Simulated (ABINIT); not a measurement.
# InAs (F-43m) in ABINIT: convergence with smearing width

Aim: find how far smearing width must go before the results for InAs settle, at PBEsol. This setting moves, with any that are tied to it; all else stays.

Everything below comes from runs of ABINIT 10.8.3 (patched build). Logs are shortened: lines on timing, memory, paths and dates and some standing lists are left out, and cuts for length are marked. The log counts tension as positive stress, the text compression.

## 1. The crystal as given

It takes space group F-43m (No. 216, cubic). Conventional cell: a = 6.036 Å, b = 6.036 Å, c = 6.036 Å, α = 90.00°, β = 90.00°, γ = 90.00°. In (site symmetry -43m) has 4 As at 2.61 Å as nearest neighbours. Around As (site symmetry -43m) lie 4 In at 2.61 Å.

## 2. With smearing width 0.272 eV

Input file run.abi:

```
# Pseudopotentials
pp_dirpath "./"
pseudos "In.upf, As.upf"

# Structure
acell 4.2680965312 4.2680965312 4.2680965312 Angstrom
rprim
     0.0000000000     0.7071067812     0.7071067812
     0.7071067812     0.0000000000     0.7071067812
     0.7071067812     0.7071067812     0.0000000000
ntypat 2
znucl 49 33
natom 2
typat 1 2
xred
     0.0000000000     0.0000000000     0.0000000000
     0.7500000000     0.7500000000     0.7500000000

# Plane-wave basis
ecut 42.0

# k points
kptopt 1
ngkpt 8 8 8
nshiftk 1
shiftk 0.0 0.0 0.0

# Exchange and correlation
ixc -116133

# Bands and occupations
nband 18
occopt 6
tsmear 0.00999582

# SCF cycle
nstep 100
tolvrs 1.0e-10

# Output
iomode 3
prtwf 0
prtden 0
prteig 0
prtebands 0
```

Potentials or basis: PseudoDojo NC SR PBEsol v0.4.1 standard.

Started as:

```console
> abinit run.abi > log 2>&1
```

run.abo:

```text
.Version 10.8.3 of ABINIT
 Symmetries : space group F-4 3 m (#216); Bravais cF (face-center cubic)
================================================================================
 Values of the parameters that define the memory need of the present run
     intxc =       0    ionmov =       0      iscf =       7    lmnmax =       6
     lnmax =       6     mgfft =      48  mpssoang =       3    mqgrid =    3001
     natom =       2  nloc_mem =       1    nspden =       1   nspinor =       1
    nsppol =       1      nsym =      24    n1xccc =    2501    ntypat =       2
    occopt =       6   xclevel =       2
       mpw =        4836          nfft =      110592          nkpt =          29
================================================================================
================================================================================

--------------------------------------------------------------------------------
------------- Echo of variables that govern the present computation ------------
--------------------------------------------------------------------------------
 -outvars: echo values of preprocessed input variables --------
            acell      8.0655335229E+00  8.0655335229E+00  8.0655335229E+00 Bohr
              amu      1.14820000E+02  7.49215900E+01
             ecut      4.20000000E+01 Hartree
              ixc     -116133
         kptrlatt        8    0    0      0    8    0      0    0    8
          kptrlen      6.45242682E+01
            natom           2
            nband          18
            ngfft          48      48      48
             nkpt          29
            nstep         100
             nsym          24
           ntypat           2
           occopt           6
           prtden           0
        prtebands           0
           prteig           0
            prtwf           0
            rprim      0.0000000000E+00  7.0710678120E-01  7.0710678120E-01
                       7.0710678120E-01  0.0000000000E+00  7.0710678120E-01
[... 142 lines left out ...]
 kpt#   1, nband= 18, wtk=  0.00195, kpt=  0.0000  0.0000  0.0000 (reduced coord)
  -1.13899   -1.13899   -1.13899   -1.13867   -1.13867   -0.37931   -0.37931   -0.37931
  -0.37458   -0.37458   -0.28857    0.14019    0.14981    0.14981    0.14981    0.29218
   0.29218    0.29218
      occupation numbers for kpt#   1
   2.00000    2.00000    2.00000    2.00000    2.00000    2.00000    2.00000    2.00000
   2.00000    2.00000    2.00000    2.05727    1.12698    1.12698    1.12698    0.00000
   0.00000    0.00000
 prteigrs : prtvol=0 or 1, do not print more k-points.

--- !EnergyTerms
iteration_state     : {dtset: 1, }
comment             : Components of total free energy in Hartree
kinetic             :  1.17929115741905E+02
hartree             :  5.22034745322596E+01
xc                  : -4.33574807015134E+01
Ewald energy        : -9.28949151391358E+01
psp_core            :  4.07321564497968E+00
local_psp           : -1.43281172778032E+02
non_local_psp       : -6.69168983413438E+01
internal            : -1.72244661040881E+02
'-kT*entropy'       :  3.92709027907013E-05
total_energy        : -1.72244621769978E+02
total_energy_eV     : -4.68701493177579E+03
band_energy         : -1.53881119528683E+01
...

 Cartesian components of stress tensor (hartree/bohr^3)
  sigma(1 1)= -5.48250907E-05  sigma(3 2)=  0.00000000E+00
  sigma(2 2)= -5.48250907E-05  sigma(3 1)=  0.00000000E+00
  sigma(3 3)= -5.48250907E-05  sigma(2 1)=  0.00000000E+00

-Cartesian components of stress tensor (GPa)         [Pressure=  1.6130E+00 GPa]
- sigma(1 1)= -1.61300986E+00  sigma(3 2)=  0.00000000E+00
- sigma(2 2)= -1.61300986E+00  sigma(3 1)=  0.00000000E+00
- sigma(3 3)= -1.61300986E+00  sigma(2 1)=  0.00000000E+00

== END DATASET(S) ==============================================================
================================================================================

 -outvars: echo values of variables after computation  --------
            acell      8.0655335229E+00  8.0655335229E+00  8.0655335229E+00 Bohr
           etotal     -1.7224462177E+02
            fcart     -3.5409703980E-29 -3.5409703980E-29  1.0622911194E-28
                       3.5409703980E-29  3.5409703980E-29 -1.0622911194E-28
            rprim      0.0000000000E+00  7.0710678120E-01  7.0710678120E-01
                       7.0710678120E-01  0.0000000000E+00  7.0710678120E-01
                       7.0710678120E-01  7.0710678120E-01  0.0000000000E+00
           strten     -5.4825090729E-05 -5.4825090729E-05 -5.4825090729E-05
                       0.0000000000E+00  0.0000000000E+00  0.0000000000E+00
           xangst      0.0000000000E+00  0.0000000000E+00  0.0000000000E+00
                       4.5270000000E+00  4.5270000000E+00  4.5270000000E+00
             xred      0.0000000000E+00  0.0000000000E+00  0.0000000000E+00
                       7.5000000000E-01  7.5000000000E-01  7.5000000000E-01
 Calculation completed.
```

Wall time 2 min (1 thread of Arm Neoverse V1, shared host); peak memory 0.12 GiB.

Results:

| Quantity | Value |
| --- | --- |
| Free energy | -4687.0149 eV |
| Pressure | 1.6 GPa |
| Band gap on the k mesh | none (metal or under the smearing width) |
| Valence electrons inside the program's atomic spheres | In 9.91; As 12.37 |

## 3. With smearing width 0.2 eV

run.abi: that of step 2 with these lines changed.

```diff
@@ -33,3 +33,3 @@
 occopt 6
-tsmear 0.00999582
+tsmear 0.00734986
```

Potentials or basis: PseudoDojo NC SR PBEsol v0.4.1 standard.

Started as:

```console
> abinit run.abi > log 2>&1
```

Run time: 1.9 min. Hardware: 1 thread of Arm Neoverse V1, shared host; peak memory 0.12 GiB.

It converged, with:

```
Free energy                                           : -4687.0152 eV
Pressure                                              : 1.6 GPa
Band gap on the k mesh                                : none (metal or under the smearing width)
Valence electrons inside the program's atomic spheres : In 9.91; As 12.37
```

## 4. With smearing width 0.136 eV

run.abi: that of step 3 with these lines changed.

```diff
@@ -33,3 +33,3 @@
 occopt 6
-tsmear 0.00734986
+tsmear 0.00499791
```

Started as:

```console
> abinit run.abi > log 2>&1
```

Run time: 1.9 min. Hardware: 1 thread of Arm Neoverse V1, shared host; peak memory 0.12 GiB.

The run converged. Its results:

```
Free energy                                           : -4687.0155 eV
Pressure                                              : 1.6 GPa
Band gap on the k mesh                                : none (metal or under the smearing width)
Valence electrons inside the program's atomic spheres : In 9.91; As 12.37
```

## 5. With smearing width 0.1 eV

run.abi: that of step 4 with these lines changed.

```diff
@@ -33,3 +33,3 @@
 occopt 6
-tsmear 0.00499791
+tsmear 0.00367493
```

Started as:

```console
> abinit run.abi > log 2>&1
```

Wall time 1.9 min (1 thread of Arm Neoverse V1, shared host); peak memory 0.12 GiB.

Results (log left out):

- Free energy: -4687.0156 eV
- Pressure: 1.6 GPa
- Band gap on the k mesh: none (metal or under the smearing width)
- Valence electrons inside the program's atomic spheres: In 9.91; As 12.37

## 6. With smearing width 0.05 eV

run.abi: that of step 5 with these lines changed.

```diff
@@ -33,3 +33,3 @@
 occopt 6
-tsmear 0.00367493
+tsmear 0.00183747
```

Potentials or basis: PseudoDojo NC SR PBEsol v0.4.1 standard.

Started as:

```console
> abinit run.abi > log 2>&1
```

Run time: 1.8 min. Hardware: 1 thread of Arm Neoverse V1, shared host; peak memory 0.12 GiB.

It converged, with:

| Quantity | Value |
| --- | --- |
| Free energy | -4687.0155 eV |
| Pressure | 1.6 GPa |
| Band gap on the k mesh | none (metal or under the smearing width) |
| Valence electrons inside the program's atomic spheres | In 9.91; As 12.37 |

## 7. With smearing width 0.025 eV

run.abi: that of step 6 with these lines changed.

```diff
@@ -33,3 +33,3 @@
 occopt 6
-tsmear 0.00183747
+tsmear 0.00091873
```

Started as:

```console
> abinit run.abi > log 2>&1
```

Wall time 1.8 min (1 thread of Arm Neoverse V1, shared host); peak memory 0.12 GiB.

The run converged. Its results:

```
Free energy                                           : -4687.0155 eV
Pressure                                              : 1.6 GPa
Band gap on the k mesh                                : none (metal or under the smearing width)
Valence electrons inside the program's atomic spheres : In 9.91; As 12.37
```

## 8. With smearing width 0.01 eV

run.abi: that of step 7 with these lines changed.

```diff
@@ -33,3 +33,3 @@
 occopt 6
-tsmear 0.00091873
+tsmear 0.00036749
```

Started as:

```console
> abinit run.abi > log 2>&1
```

Wall time 1.8 min (1 thread of Arm Neoverse V1, shared host); peak memory 0.12 GiB.

It converged, with:

```yaml
Free_energy: -4687.0154 eV
Pressure: 1.6 GPa
Band_gap_on_the_k_mesh: none (metal or under the smearing width)
Valence_electrons_inside_the_program's_atomic_spheres: In 9.91; As 12.37
```

## 9. Result

```tsv
smearing width	energy less the tightest run (meV/atom)	SCF cycles	CPU time (s)	peak memory (GiB)
0.272 eV	0.25	13	120	0.12
0.2 eV	0.11	13	110	0.12
0.136 eV	-0.04	13	110	0.12
0.1 eV	-0.06	13	110	0.12
0.05 eV	-0.03	13	110	0.12
0.025 eV	-0.01	13	110	0.12
0.01 eV	0.00	13	110	0.12
```

Against the tightest run, the energy stays within 1 meV/atom from 0.272 eV on. Narrower smearing needs a denser k mesh, so at a fixed mesh the narrowest width isn't the most accurate. The tightest run that finished is the yardstick and may itself not be fully converged.
